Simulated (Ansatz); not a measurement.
## MnO2: stable or not

It was reached by relaxing an invented guess, and it needn't be the stable form of this composition.

Level of theory: DFT PBE, scalar-relativistic, plane waves, PAW in Ansatz 0.2.0. Settings of the last relaxation (3-atom cell): 420 eV, 12×12×1 k points, Gaussian smearing of 0.02 eV, collinear spin.

The sheet is periodic along a and b; c holds vacuum.

```xyz
3
Lattice="2.8770 0.0000 0.0000 -1.4385 2.4916 0.0000 0.0000 0.0000 28.1568" Properties=species:S:1:pos:R:3 pbc="T T F"
Mn    1.4385    0.8305    8.4872
O     0.0000    0.0000    9.4421
O     0.0000    1.6611    7.5324
```

Energies over the elements count from the elements' standard structures at the same level (O₂ as a molecule), with no fitted energy shifts.

Problem. These tests were run: energy against the elements; random kick, then relaxation without symmetry; phonons on a 3×3×1 q mesh. What do they show?

Solution.

```
                                         test                         result
                  energy against the elements                 −1.637 eV/atom
random kick, then relaxation without symmetry                        returns
                    phonons on a 3×3×1 q mesh  no imaginary mode on the mesh
```

It fails none of these tests. Other phases of the system weren't compared here, so this isn't yet thermodynamic stability.

No Hubbard U is applied to the 3d shell of Mn. The magnetic state reached may not be the lowest. The kick test ran on a coarse mesh. The run for the phonons used a 12×12×1 k mesh. The cell carries site moments Mn 2.5 μB.
